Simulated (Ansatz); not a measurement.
We consider zinc-blende AlSb, described by RPBE (Ansatz, a quantum-chemistry and plane-wave program, PAW).

Settings: plane-wave cutoff 520 eV, 10×10×10 k mesh, Fermi–Dirac smearing 0.01 eV, scalar-relativistic PAW data made under PBE.

Equation-of-state points:

```json
[
 {"V (Å³/atom)": "29.070", "E − E_lowest (meV/atom)": "17.81", "P (GPa)": "3.26"},
 {"V (Å³/atom)": "29.689", "E − E_lowest (meV/atom)": "7.60", "P (GPa)": "2.05"},
 {"V (Å³/atom)": "30.307", "E − E_lowest (meV/atom)": "1.81", "P (GPa)": "0.96"},
 {"V (Å³/atom)": "30.926", "E − E_lowest (meV/atom)": "0.00", "P (GPa)": "-0.01"},
 {"V (Å³/atom)": "31.544", "E − E_lowest (meV/atom)": "1.74", "P (GPa)": "-0.88"},
 {"V (Å³/atom)": "32.163", "E − E_lowest (meV/atom)": "6.66", "P (GPa)": "-1.66"},
 {"V (Å³/atom)": "32.781", "E − E_lowest (meV/atom)": "14.43", "P (GPa)": "-2.35"}
]
```

Task: Estimate the bulk modulus from the pressures at 30.307 and 31.544 Å³/atom, and compare it with a fit to all energies.

Result: B = −V dP/dV. Between V = 30.307 and 31.544 Å³/atom, dP/dV = (-0.88 − (0.96))/(31.544 − 30.307) = -1.49 GPa per Å³/atom; at the midpoint 30.925 Å³/atom this gives B ≈ 46.0 GPa. The third-order Birch–Murnaghan fit gives V0 = 30.921 Å³/atom, B0 = 46.0 GPa, B′ = 4.5, which lies within 1 % of that estimate.

Measured, for comparison: bulk modulus 58.2 GPa (temperature not stated, no zero-point or thermal correction; as tabulated in Toher et al. (2017), arXiv:1611.05714); equilibrium volume per atom 28.77 Å³/atom (low temperature, thermal expansion removed or low-temperature value; zero-point expansion not removed; as tabulated in Zhang et al. (2018), doi:10.1088/1367-2630/aac7f0). Computed (rounded) less measured: bulk modulus -21 %, equilibrium volume per atom +7.5 %.

Spin–orbit coupling is not included.

Static lattice: no zero-point or thermal effects.
